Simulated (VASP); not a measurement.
AlAu, 2 atoms in the cell. The structure is cubic, space group Pm-3m (No. 221). The conventional cell has a = 3.224 Å, b = 3.224 Å, c = 3.224 Å, α = 90.00°, β = 90.00°, γ = 90.00°. Au (site symmetry m-3m) is surrounded by 8 Al at 2.79 Å. Around Al (site symmetry m-3m) lie 8 Au at 2.79 Å. The cell comes from a database or a generator and needn't be the stable form of this composition.

* Program: VASP 6.6.1
* Task: relaxation of cell and atoms
* Functional: PBEsol
* Potentials or basis: VASP PAW PBE potentials, release 64 (Au, Al)
* Cutoff: 600 eV
* k mesh: 8 × 8 × 8
* Occupations: fermi-dirac, width 0.05 eV
* Spin: no spin polarisation
* Ladder: gaps
* Further INCAR settings: ALGO = Fast; EDIFF = 1e-07; IBRION = 2; EDIFFG = -0.01; NSW = 60; ISIF = 3

Potentials or basis: VASP PAW PBE potentials, release 64 (Au, Al).

Launch:

```sh
$ cat potpaw_PBE.64/Au/POTCAR potpaw_PBE.64/Al/POTCAR > POTCAR
$ mpirun -np 1 vasp_std > vasp.out
```

Hardware: 1 thread of Intel(R) Xeon(R) Platinum 8488C (Sapphire Rapids), on a shared host.

Task: Estimate the wall time of this run.

Result: Wall time 48 s on 1 thread of Intel(R) Xeon(R) Platinum 8488C (Sapphire Rapids), on a shared host, peak memory 0.17 GiB. Counts: scf iterations 38, k points 35, ion steps 3.
